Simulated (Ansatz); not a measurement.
## Cu: strain energy, fitted

Cu, I4/mmm, a = 2.895 Å, c = 2.739 Å. This isn't the element's structure at ambient conditions. Ansatz: r2SCAN, PAW, 500 eV, Γ-centred 18×18×18 mesh on 2 atoms, Gaussian smearing 0.10 eV; no spin polarisation. Series: equal strain along all axes, cell held, atoms fixed by symmetry; x is the strain in per cent. y is the free energy over the unstrained cell, V0 = 11.479 Å³/atom.

| x (%) | y (meV/atom) |
| --- | --- |
| -3.0 | ? |
| -2.0 | 22.70 |
| -1.0 | 5.49 |
| 0.0 | 0.00 |
| 1.0 | 4.91 |
| 2.0 | 18.99 |
| 3.0 | 41.17 |

Fit y = c2 x² + c3 x³ to the other rows, turn c2 into a modulus, and predict the missing energy.

Least squares on the rows shown. y = 5.2271 x² − 0.21984 x³. In eV per unit strain² c2 is 52.27; the stiffness is B for this strain (E = 9/2 B V0 ε², shape held): 2 × 52.27 × 160.2 / (9 × 11.479) = 162 GPa. At x = -3.0 the fit asked for gives 52.98 meV/atom. The run gave 53.12 meV/atom, so the fit is 0.14 meV/atom too low, within twice the rms miss on the fitted rows (0.09 meV/atom).